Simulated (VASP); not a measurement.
BaTiO3: band structure with PBEsol

The system is BaTiO3.

```
CELL_PARAMETERS angstrom
3.96714 0.00000 0.00000
0.00000 3.96714 0.00000
0.00000 0.00000 4.06567
ATOMIC_POSITIONS crystal
Ba 0.00000 0.00000 0.99860
Ti 0.50000 0.50000 0.48193
O 0.50000 0.50000 0.02910
O 0.50000 0.00000 0.51669
O 0.00000 0.50000 0.51669
```

| Quantity | Value |
| --- | --- |
| Program | VASP 6.6.1 |
| Task | band structure |
| Functional | PBEsol |
| Potentials or basis | VASP PAW PBE potentials, release 64 (Ba_sv, Ti_sv, O) |
| Cutoff | 520 eV |
| k mesh | 8 × 8 × 8 |
| Occupations | gaussian, width 0.03 eV |
| Spin | no spin polarisation |
| Further INCAR settings | ALGO = Normal; EDIFF = 1e-07; NBANDS = 28 |

```yaml
Pressure: 0.1 GPa
Largest_force: 0.004 eV/Å
Band_gap_on_the_k_mesh: 1.76 eV, indirect (least direct gap 2.19 eV)
Band_gap_along_the_path: 1.76 eV, indirect (least direct gap 2.19 eV)
```

Forces on the atoms (eV/Å):
```
Ba   0.000  0.000 -0.003
Ti   0.000  0.000  0.004
O    0.000  0.000 -0.004
O    0.000  0.000  0.002
O    0.000  0.000  0.002
```

Levels at the corners of the path, in eV from the valence-band top:
```
point  band 16  band 17  band 18  band 19  band 20  band 21  band 22  band 23  band 24  band 25
    Γ    -1.47    -1.26    -0.54    -0.43    -0.43     1.76     2.16     2.16     4.15     4.26
    X    -2.06    -1.96    -1.77    -1.23    -1.05     2.29     3.56     3.63     4.19     5.90
    X    -2.06    -1.96    -1.77    -1.23    -1.05     2.29     3.56     3.63     4.19     5.90
    M    -2.95    -1.89    -1.05    -1.05    -0.08     3.65     3.65     4.02     4.59     7.67
    M    -2.95    -1.89    -1.05    -1.05    -0.08     3.65     3.65     4.02     4.59     7.67
    Γ    -1.47    -1.26    -0.54    -0.43    -0.43     1.76     2.16     2.16     4.15     4.26
    Γ    -1.47    -1.26    -0.54    -0.43    -0.43     1.76     2.16     2.16     4.15     4.26
    Z    -2.07    -2.07    -2.07    -0.74    -0.74     1.92     3.57     3.57     4.14     6.12
    Z    -2.07    -2.07    -2.07    -0.74    -0.74     1.92     3.57     3.57     4.14     6.12
    R    -2.78    -1.80    -1.02    -0.98    -0.33     3.58     3.59     3.92     4.97     7.60
    R    -2.78    -1.80    -1.02    -0.98    -0.33     3.58     3.59     3.92     4.97     7.60
    A    -2.53    -2.53    -0.24    -0.24     0.00     4.20     4.20     4.25     6.33     6.53
    A    -2.53    -2.53    -0.24    -0.24     0.00     4.20     4.20     4.25     6.33     6.53
    Z    -2.07    -2.07    -2.07    -0.74    -0.74     1.92     3.57     3.57     4.14     6.12
    X    -2.06    -1.96    -1.77    -1.23    -1.05     2.29     3.56     3.63     4.19     5.90
    R    -2.78    -1.80    -1.02    -0.98    -0.33     3.58     3.59     3.92     4.97     7.60
    M    -2.95    -1.89    -1.05    -1.05    -0.08     3.65     3.65     4.02     4.59     7.67
    A    -2.53    -2.53    -0.24    -0.24     0.00     4.20     4.20     4.25     6.33     6.53
```

Core levels (eV, on the scale of the bands):
| atom | levels |
| --- | --- |
| 1 Ba | 1s -37236.5, 2s -5874.0, 2p -5265.2, 3s -1229.5, 3p -1034.4, 3d -751.4, 4s -230.7, 4p -167.8, 4d -76.5 |
| 2 Ti | 1s -4858.9, 2s -527.8, 2p -435.1 |
| 3 O | 1s -500.7 |
| 4 O | 1s -500.6 |
| 5 O | 1s -500.6 |

Run time: 4.5 min on 2 MPI ranks on Intel(R) Xeon(R) Platinum 8175M CPU @ 2.50GHz (Skylake/Cascade Lake), on a shared host, peak memory 0.32 GiB a rank.

Caveat: the PAW data sets were made with another functional, which shifts forces and pressure a little; spin-orbit coupling is left out, which moves the levels of the heavy elements. PBEsol gaps usually lie below the measured ones, often by a third to a half.
